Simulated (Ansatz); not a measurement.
# EuS: the cost of one run

Program: Ansatz 0.2.0. Level of theory: DFT r²SCAN, scalar-relativistic, plane waves, PAW (the target; the first runs use scalar-relativistic PBE). These are calculated values, not measurements.

The COD entry's cell or inner coordinates are ideal or old and differ from later refinements, so a difference from it is no clean test against experiment.

### Step 1. The system as given

The structure is cubic, space group Fm-3m (No. 225). The conventional cell has a = 5.957 Å, b = 5.957 Å, c = 5.957 Å, α = 90.00°, β = 90.00°, γ = 90.00°. Eu (site symmetry m-3m) has 6 S at 2.98 Å as nearest neighbours. S (site symmetry m-3m) has 6 Eu at 2.98 Å as nearest neighbours.

Coordinates:

```cif
data_structure
_symmetry_space_group_name_H-M 'P 1'
_symmetry_Int_Tables_number 1
_cell_length_a 4.2122
_cell_length_b 4.2122
_cell_length_c 4.2122
_cell_angle_alpha 60.000
_cell_angle_beta 60.000
_cell_angle_gamma 60.000
_cell_volume 52.85
loop_
_atom_site_label
_atom_site_type_symbol
_atom_site_fract_x
_atom_site_fract_y
_atom_site_fract_z
_atom_site_occupancy
Eu1 Eu 0.00000 0.00000 0.00000 1
S1 S 0.50000 0.50000 0.50000 1
```

The moments start at Eu 7.00 μB.

### Step 2. At the starting volume (PBE, 6×6×6 mesh)

Input file input.yaml:

```yaml
crystal:
  lattice:
    - [0.0, 2.9785, 2.9785]
    - [2.9785, 0.0, 2.9785]
    - [2.9785, 2.9785, 0.0]
  atoms:
    - { symbol: Eu, position: [0.0, 0.0, 0.0], spin: 7.0 }
    - { symbol: S, position: [0.5, 0.5, 0.5] }
basis:
  ecutwfc: 420
  ecutrho_ratio: 4
kpoints:
  mp_grid: { grid: [6, 6, 6] }
hamiltonian:
  xc: pbe
scf:
  occupations: { method: gaussian, width: 0.05 }
output:
  forces: true
  stress: true
  eigenvalues: true
  populations: true
magnetization:
  spin_polarized: true
```

Started as:

```console
> ansatz run input.yaml --threads 2 --pin off --max-ram 5120MiB --backend cpu --events-out ev --progress --plain --runs-dir out
```

Q: Estimate wall time and peak memory on 2 threads of Intel Xeon at 2.70GHz, shared host.

About 4.1 s, with a peak of 0.4 GiB.
